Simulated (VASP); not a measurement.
Runs of VASP 6.6.1 on AlN. Symmetry: F-43m, No. 216, cubic system. Conventional cell: a = 4.377 Å, b = 4.377 Å, c = 4.377 Å, α = 90.00°, β = 90.00°, γ = 90.00°. Al (site symmetry -43m) has 4 N at 1.90 Å as nearest neighbours. N (site symmetry -43m) has 4 Al at 1.90 Å as nearest neighbours. Measurements of this composition are mostly on another form, of space group No. 186.

```csv
task,level,cell,k mesh,cutoff (eV),grid for exact exchange (PRECFOCK),exchange at q = 0,share of exact exchange,screening parameter,gap on the mesh (eV),pressure (GPa)
band structure,PBE0,as given,10 × 10 × 10,520,Fast,truncated,-,-,5.28,-1.8
relaxation of cell and atoms,PBEsol,relaxed,10 × 10 × 10,600,-,-,-,-,3.18,0.0
band structure,PBE-EpsX,as given,6 × 6 × 6,520,Fast,truncated,0.218,-,5.03,(a)
band structure,HSE06,as given,10 × 10 × 10,520,Fast,-,-,0.2 1/A,4.57,-1.8
band structure,PBE0,as given,6 × 6 × 6,520,Fast,truncated,-,-,5.28,-1.8
band structure,HSE06,as given,6 × 6 × 6,520,Fast,-,-,0.2 1/A,4.57,-1.8
```

Alike in all rows: potentials or basis VASP PAW PBE potentials, release 64 (Al, N); no spin polarisation; smearing gaussian 0.03 eV.

**Question.** Fill in the values left out.

**Answer.** (a) -1.1.

Caveats: the PAW data sets were made with another functional, which shifts forces and pressure a little; the relaxation stopped at its first step, so nothing moved (some runs).

A k mesh can miss the band edges.

Runs at the PBE level aren't shown here.
